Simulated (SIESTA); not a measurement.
SnO:

```
CELL_PARAMETERS angstrom
3.81370 0.00000 0.00000
0.00000 3.81370 0.00000
0.00000 0.00000 4.88691
ATOMIC_POSITIONS crystal
Sn 0.50000 0.00000 0.76463
Sn 0.00000 0.50000 0.23537
O 0.00000 0.00000 0.00000
O 0.50000 0.50000 0.00000
```

The cell is a database's computed one.

Base run:

```yaml
Program: SIESTA 5.4.2
Functional: vdW-DF2
Potentials_or_basis: PseudoDojo 0.4 standard (PBE files)
Basis: DZP (energy shift 0.003 Ry; two zetas on semicore shells)
Grid_cutoff: 800 Ry
Energy_shift: 0.003 Ry
k_mesh: 7 × 7 × 6
Occupations: fermi-dirac, width 0.05 eV
Spin: no spin polarisation
```

Its results: band gap on the k mesh 0.65 eV, indirect (least direct gap 2.20 eV); pressure 14.6 GPa; largest force 1.528 eV/Å.

Question: The run is repeated on the same cell with these changes: functional from vdW-DF2 to vdW-DF-C09. What comes out?

Answer: Band gap on the k mesh 0.42 eV, indirect (least direct gap 1.94 eV); pressure 3.3 GPa; largest force 0.807 eV/Å.

Caveats: the potentials were made for another functional, which shifts forces and pressure; spin-orbit coupling is left out, which moves the levels of the heavy elements; an odd mesh through Γ misses points on the zone boundary, where band edges often lie; the basis of atomic orbitals isn't converged, which shifts pressures, moduli and gaps.
